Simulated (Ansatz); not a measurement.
## TiO$_{2}$: excitons and shallow donors from band masses and screening

Method: DFT PBE, scalar-relativistic, plane waves, PAW in Ansatz 0.2.0.

Cutoff 420 eV; k points 6×6×10 on the computed 6-atom cell (Γ-centred); Gaussian smearing, width 0.02 eV; no spin polarisation.

Relaxed cell: P4_2/mnm, a = 4.643 Å, b = 4.643 Å, c = 2.964 Å, α = 90.00°, β = 90.00°, γ = 90.00°, 6 atoms in the primitive cell.

The calculation gives a Kohn–Sham gap of 1.86 eV, an electron mass of 0.867 mₑ and a hole mass of 3.64 mₑ (harmonic means over x, y, z and over the bands degenerate at each edge), and ε∞ = 8.04 (independent particles, mean of the diagonal). Masses and screening differ among the axes, which the isotropic model averages.

Estimate the binding energy and radius of a Wannier–Mott exciton and of a shallow donor, and say whether the hydrogenic model can hold.

The reduced mass is μ = mₙmₕ/(mₙ + mₕ) = 0.7 mₑ, with mₙ and mₕ the band masses. With E_b = 13.606 eV × μ/ε² and a = 0.529 Å × ε/μ (μ in mₑ) the exciton has E_b = 147 meV and a = 6.1 Å. For a donor μ is the electron mass: 183 meV and 4.9 Å. The radius isn't large against the shortest lattice vector (2.96 Å), so the continuum picture is doubtful and the numbers are only a scale. In a polar crystal the ions screen too, so a state bound more weakly than an optical phonon feels the larger static constant, which lowers the energy and widens the orbit. The other way, the small Kohn–Sham gap and the missing local fields make ε∞ too large and the masses tend to be too light, which underbinds.